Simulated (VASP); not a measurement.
Crystal: InP.

```
CELL_PARAMETERS angstrom
0.00000 2.93933 2.93933
2.93933 0.00000 2.93933
2.93933 2.93933 0.00000
ATOMIC_POSITIONS crystal
In 0.00000 0.00000 0.00000
P 0.25000 0.25000 0.25000
```

Program: VASP 6.6.1. Alike in all runs: task band structure; potentials or basis VASP PAW PBE potentials, release 64 (In_d, P); no spin polarisation; cell as given; k mesh 8 × 8 × 8; cutoff (eV) 520; smearing gaussian 0.03 eV.

Question: Order these runs on this cell by their band gap on the k mesh, lowest first.
A. level HSE06; screening parameter 0.2 1/A
B. level PBE
C. level PBE0; exchange at q = 0 truncated

Answer: B (0.66 eV), A (1.45 eV), C (2.03 eV).

Caveats: spin-orbit coupling is left out, which moves the levels of the heavy elements.
